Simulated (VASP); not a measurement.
Set up this calculation in VASP 6.6.1, as the native input.

- Task: single point
- Functional: r2SCAN
- Potentials or basis: VASP PAW PBE potentials, release 64 (K_sv)
- Cutoff: 520 eV
- k mesh: 12 × 12 × 12
- Occupations: gaussian, width 0.15 eV
- Spin: no spin polarisation
- Dipole correction: no
- Further INCAR settings: ALGO = Normal; EDIFF = 1e-06; NBANDS = 10

K:

```
CELL_PARAMETERS angstrom
0.00000 3.39187 3.39187
3.39187 0.00000 3.39187
3.39187 3.39187 0.00000
ATOMIC_POSITIONS crystal
K 0.00000 0.00000 0.00000
```

This isn't the form of K at room conditions, which is bcc.

The input as run:

POSCAR

```
K
1.0
    0.0000000000      3.3918728180      3.3918728180
    3.3918728180      0.0000000000      3.3918728180
    3.3918728180      3.3918728180      0.0000000000
K
1
Direct
    0.0000000000      0.0000000000      0.0000000000
```

INCAR.step1

```
SYSTEM = K
PREC = Accurate ; ENCUT = 520
ISMEAR = 0 ; SIGMA = 0.15
LREAL = .False. ; LASPH = .True.
NELM = 100 ; NBANDS = 10
GGA = PE ; ALGO = Normal
EDIFF = 1E-4 ; LWAVE = .True.
LCHARG = .False.
```

INCAR.step2

```
SYSTEM = K
PREC = Accurate ; ENCUT = 520
EDIFF = 1E-6 ; ISMEAR = 0
SIGMA = 0.15 ; LREAL = .False.
LASPH = .True. ; NELM = 100
ALGO = Normal ; ISIF = 2
LWAVE = .False. ; LCHARG = .True.
METAGGA = R2SCAN ; LMIXTAU = .True.
LELF = .True. ; LVHAR = .True.
NBANDS = 10 ; ISTART = 1
```

KPOINTS

```
Automatic mesh
0
Gamma
  12 12 12
  0 0 0
```

Potentials or basis: VASP PAW PBE potentials, release 64 (K_sv).

Launch:

```bash
$ cat potpaw_PBE.64/K_sv/POTCAR > POTCAR
$ cp INCAR.step1 INCAR
$ mpirun -np 1 vasp_std > vasp.out
$ cp INCAR.step2 INCAR
$ mpirun -np 1 vasp_std > vasp.out
```

Results of the run:

The pressure is -0.1 GPa and the band gap on the k mesh is none (metal or under the smearing width).

Caveat: the PAW data sets were made with another functional, which shifts forces and pressure a little.

Run time: 100 s on 1 thread of Intel(R) Xeon(R) Platinum 8488C (Sapphire Rapids), on a shared host, peak memory 0.24 GiB.
